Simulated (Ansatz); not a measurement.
## GaN, space group Fm-3m: a dielectric-dependent hybrid calculation, step by step

With Ansatz 0.2.0 through its Python package.

Run as a notebook:

**Cell 1**
```python
import ansatz as az
import numpy as np


def count_gap(report):
    # lowest empty less highest filled band, counting bands; zero where they overlap
    return max(report.get("gap_by_band_count_ev") or 0.0, 0.0)
```

**Cell 2**
```python
cell = (
    az.Lattice.fcc(4.27047)
    .space_group(225)
    .atom("Ga", (0.0, 0.0, 0.0))
    .atom("N", (0.5, 0.0, 0.0))
    .primitive()
)
```

**Cell 3**
```python
len(cell.resolved().sites)
```
Output:
```text
2
```

**Cell 4**
```python
calculation = (
    cell.calculation()
    .kpoints(6)
    .occupations("fixed")
    .band_table()
)
semilocal = calculation.functional("pbesol").run(threads=1).report
hybrid = calculation.functional(exchange="pbesol", correlation="pbesol", exact_fraction="inverse_dielectric").run(threads=1).report
alpha = hybrid["hybrid"]["exact_exchange_fraction"]
print(f"fraction of exact exchange {alpha:.4f}, so eps_inf = {1 / alpha:.2f}")
print(f"gap by band count: {count_gap(semilocal):.3f} eV semilocal, {count_gap(hybrid):.3f} eV hybrid")
```
Output:
```text
DeckWarning: basis.ecutwfc = 420 eV, auto-derived from the records' recommended cutoffs: set by Ga (normal level)
fraction of exact exchange 0.1152, so eps_inf = 8.68
gap by band count: 0.308 eV semilocal, 1.161 eV hybrid
```

The fraction is 0.1152, one over a mean dielectric constant (a third of the trace) of 8.68. It opens the gap from 0.308 to 1.161 eV, by 0.85 eV.

Caveats:
- The k-point mesh is coarse, and energy and stress weren't tested for convergence.
- This is a high-temperature or high-pressure form, not the ambient phase.
- The structure comes from a database of computed cells and needn't be a stable or known phase.
- Gaps and levels are Kohn-Sham values on a finite set of k-points, without spin-orbit coupling.
- Warnings are shown shortened and without file and line.
- The gaps are those of a coarse mesh; the run finds the dielectric constant of the semilocal functional on meshes of its own.
- Timing: 17 s on 1 thread of Arm Neoverse V2 (shared host), peak memory 0.83 GiB.
